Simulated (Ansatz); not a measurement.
Ansatz input file:

```yaml
crystal:
  lattice:
    - [2.8340327103, 0.0, 0.0]
    - [-1.4170163551, 2.4543443223, 0.0]
    - [0.0, 0.0, 13.8838423373]
  atoms:
    - { symbol: Li, position: [0.0, 0.0, 0.0] }
    - { symbol: F, position: [0.6666666667, 0.3333333333, 0.0833333333] }
    - { symbol: Li, position: [0.3333333333, 0.6666666667, 0.1666666667] }
    - { symbol: F, position: [0.0, 0.0, 0.25] }
    - { symbol: Li, position: [0.6666666667, 0.3333333333, 0.3333333333] }
    - { symbol: F, position: [0.3333333333, 0.6666666667, 0.4166666667] }
    - { symbol: Li, position: [0.0, 0.0, 0.5] }
    - { symbol: F, position: [0.3333333333, 0.6666666667, 0.5833333333] }
    - { symbol: Li, position: [0.6666666667, 0.3333333333, 0.6666666667] }
    - { symbol: F, position: [0.0, 0.0, 0.75] }
    - { symbol: Li, position: [0.3333333333, 0.6666666667, 0.8333333333] }
    - { symbol: F, position: [0.6666666667, 0.3333333333, 0.9166666667] }
basis:
  ecutwfc: 420
kpoints:
  mp_grid: { grid: [9, 9, 2] }
hamiltonian:
  xc: pbesol
scf:
  occupations: { method: gaussian, width: 0.02 }
output:
  forces: true
  stress: true
  eigenvalues: true
  populations: true
  write_density: true
  write_potential: true
  elf: true
  volumetric_format: npy
relax:
  adjacent_minimum: "off"
  f_tol: 0.01
  max_steps: 45
  cell: { stress_tol: 0.05 }
```

Run as
```bash
ansatz run input.yaml --threads 1 --pin off --max-ram 2560MiB --backend cpu --events-out ev --progress --plain --runs-dir out
```

Level of theory: Ansatz 0.2.0, DFT PBEsol, scalar-relativistic, plane waves, PAW.

Abridged output (final results; tables in files aren't shown):

```
SCF 10 converged in 8 iterations: F = -6038.929052 eV  dr2 = 1.35e-13
SCF converged after 8 iterations
Free energy (F): -6038.929052 eV
Harris-Foulkes:  -6038.929052 eV  (|F-HF|=0.00e0)
Internal energy: -6038.929052 eV  (E = F + TS)
E sigma→0 (E₀):  -6038.929052 eV
Fermi energy:    5.343339 eV
--- Per-component energies (eV) ---
  E_band       = -700.166752
  E_kinetic    = 1379.492539
  E_local      = -3862.774717  (includes V_loc(G=0)·N_el)
  E_nonlocal   = 244.930000
  E_hartree    = 1352.247331
  E_xc         = -541.915150
  E_vxc        = -699.680460  (∫ρ·V_xc dr)
  E_paw        = -1280.836184  (= ΣΔE_a)
  E_vpaw       = -466.641591  (= ΣTr[D̂ρ^β])
  E_aug_tail   = 0.012832  (compensation charges beyond the density's cutoff)
  E_ewald      = -3330.340358
  E_core_change = 0.254656  (= ΣΔE_core)
  E_smearing   =  0.000000  (= −TS)
--- Forces (eV/Å), atoms counted from 1 ---
  atom   1  Li     0.00000000     0.00000000     0.00000000
  atom   2  F      0.00000000     0.00000000     0.00000460
  atom   3  Li     0.00000000     0.00000000    -0.00001675
  atom   4  F      0.00000000     0.00000000     0.00000000
  atom   5  Li     0.00000000     0.00000000     0.00001675
  atom   6  F      0.00000000     0.00000000    -0.00000460
  atom   7  Li     0.00000000     0.00000000     0.00000000
  atom   8  F      0.00000000     0.00000000     0.00000460
  atom   9  Li     0.00000000     0.00000000    -0.00001675
  atom  10  F      0.00000000     0.00000000     0.00000000
  atom  11  Li     0.00000000     0.00000000     0.00001675
  atom  12  F      0.00000000     0.00000000    -0.00000460
--- Stress (GPa, compression-positive) ---
        0.000569       0.000000       0.000000
        0.000000       0.000569       0.000000
        0.000000       0.000000       0.004017
  P = ⅓ Tr σ = 0.0017 GPa (0.017 kbar)
--- Band table (eV; the first three rows and the last of 24) ---
  k-point 0: bands = ["-39.6711", "-39.6710", "-39.1158", "-39.1152", "-39.0812", "-39.0807", "-18.9338", "-18.8444", "-18.8103", "-18.6117", "-18.5953", "-18.4853", "-1.7359", "-1.2264", "-1.0240", "0.1730", "0.2799", "0.7722", "0.7722", "0.8116", "0.8116", "0.8811", "0.8811", "0.9682", "0.9682", "1.0110", "1.0214", "1.0214", "1.0696", "1.0696", "9.6170", "10.0234", "10.7685", "11.4102", "11.6101", "11.8260", "16.8476", "16.8661", "18.2937", "19.6466", "20.1070", "20.1070"]
  k-point 1: bands = ["-39.6710", "-39.6710", "-39.1155", "-39.1155", "-39.0809", "-39.0809", "-18.9065", "-18.9065", "-18.7167", "-18.7167", "-18.5173", "-18.5173", "-1.5803", "-1.5803", "-0.4721", "-0.4721", "0.7876", "0.7876", "0.7876", "0.7876", "0.7913", "0.7913", "0.9226", "0.9226", "0.9226", "0.9226", "1.0520", "1.0520", "1.0520", "1.0520", "9.7830", "9.7830", "11.0843", "11.0843", "11.7594", "11.7594", "16.8595", "16.8595", "18.7318", "18.7318", "20.2869", "20.2869"]
  k-point 2: bands = ["-39.6663", "-39.6662", "-39.1094", "-39.1089", "-39.0770", "-39.0765", "-18.8901", "-18.8024", "-18.7638", "-18.5634", "-18.5538", "-18.4406", "-1.6889", "-1.2103", "-0.9852", "0.0818", "0.2140", "0.4181", "0.5479", "0.5750", "0.6657", "0.6739", "0.6899", "0.7408", "0.7782", "0.8102", "0.9376", "0.9628", "1.0474", "1.0490", "9.9482", "10.3389", "11.1108", "11.8187", "12.0542", "12.3615", "16.5110", "16.6478", "18.0400", "19.4271", "20.0912", "20.2005"]
  k-point 23: bands = ["-39.6250", "-39.6250", "-39.0475", "-39.0475", "-39.0475", "-39.0475", "-18.4117", "-18.4117", "-18.2485", "-18.2485", "-18.1200", "-18.1200", "-1.3303", "-1.3303", "-1.2913", "-1.2913", "-1.1362", "-1.1362", "-0.9610", "-0.9610", "-0.8378", "-0.8378", "-0.5187", "-0.5187", "-0.2863", "-0.2863", "0.3626", "0.3626", "0.8270", "0.8270", "12.4904", "12.4904", "14.6200", "14.6200", "14.7568", "14.7568", "15.4704", "15.4704", "16.2438", "16.2438", "17.7970", "17.7970"]
--- Relaxed structure (7 steps of the walk, 7 accepted, 3 SCFs on fresh bases) ---
  F+E_penalty+E_count = -6038.92905188 eV   max|allowed force component| = 1.675e-5 eV/Å   (the final SCF, on the basis selected at the relaxed cell)
  cell:  # Å, volume = 98.0590 Å³
    - [2.81510878, 0.0, 0.0]
    - [-1.40755439, 2.43795572, 0.0]
    - [0.0, 0.0, 14.28783019]
  atoms:
    - { symbol: Li, position: [0.0, 0.0, 0.0] }
    - { symbol: F, position: [0.66666666, 0.33333333, 0.08761726] }
    - { symbol: Li, position: [0.33333333, 0.66666666, 0.16882639] }
    - { symbol: F, position: [0.0, 0.0, 0.24999999] }
    - { symbol: Li, position: [0.66666666, 0.33333333, 0.33117360] }
    - { symbol: F, position: [0.33333333, 0.66666666, 0.41238273] }
    - { symbol: Li, position: [0.0, 0.0, 0.49999999] }
    - { symbol: F, position: [0.33333333, 0.66666666, 0.58761726] }
    - { symbol: Li, position: [0.66666666, 0.33333333, 0.66882639] }
    - { symbol: F, position: [0.0, 0.0, 0.74999999] }
    - { symbol: Li, position: [0.33333333, 0.66666666, 0.83117360] }
    - { symbol: F, position: [0.66666666, 0.33333333, 0.91238273] }
--- Löwdin populations: 12 sites ---
  site symbol q [e]
     0     Li      2.2219
     1      F      7.7151
     2     Li      2.2241
     3      F      7.7179
     4     Li      2.2241
     5      F      7.7151
     6     Li      2.2219
     7      F      7.7151
     8     Li      2.2241
     9      F      7.7179
    10     Li      2.2241
    11      F      7.7151
  spilling = 0.006063 (of n_electrons = 60.000000)
```

The relaxation met its thresholds.

The run took 46 s on 1 thread of Intel(R) Xeon(R) Platinum 8375C CPU @ 2.90GHz (Ice Lake), on a shared host, peak memory 0.46 GiB.